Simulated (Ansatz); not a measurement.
The system is ZnSe (Stilleite).

```xyz
2
Lattice="0.0000 2.8338 2.8338 2.8338 0.0000 2.8338 2.8338 2.8338 0.0000" Properties=species:S:1:pos:R:3 pbc="T T T"
Se    4.2507    4.2507    4.2507
Zn    0.0000    0.0000    0.0000
```

- Program: Ansatz 0.2.0
- Task: single point
- Functional: PBE
- Potentials or basis: Ansatz PAW
- Cutoff: 420 eV (not typed: the program's choice for these potentials)
- k mesh: 8 × 8 × 8
- Occupations: fermi-dirac, width 0.05 eV
- Spin: no spin polarisation

On this cell: pressure 2.1 GPa; largest force zero by symmetry; band gap on the k mesh 1.29 eV, direct.

The same run follows on a disturbed copy (atoms moved at random, drawn with an rms of 0.05 Å):

```
Se Zn
1.0
     0.00000    2.83380    2.83380
     2.83380    0.00000    2.83380
     2.83380    2.83380    0.00000
Se Zn
1 1
Direct
  0.74923 0.75242 0.74879
  0.99080 0.99135 0.00787
```

Question: What changes?

Answer: The energy moves by +4.3 meV/atom; pressure 2.2 GPa; largest force 0.310 eV/Å; band gap on the k mesh 1.23 eV, direct.

Forces in eV/Å, atoms in the order of the input:
```
Se  -0.030  0.004 -0.309
Zn   0.030 -0.004  0.309
```

Stress tensor (GPa, compression positive):
```
 2.21  1.11 -0.02
 1.11  2.22  0.11
-0.02  0.11  2.13
```

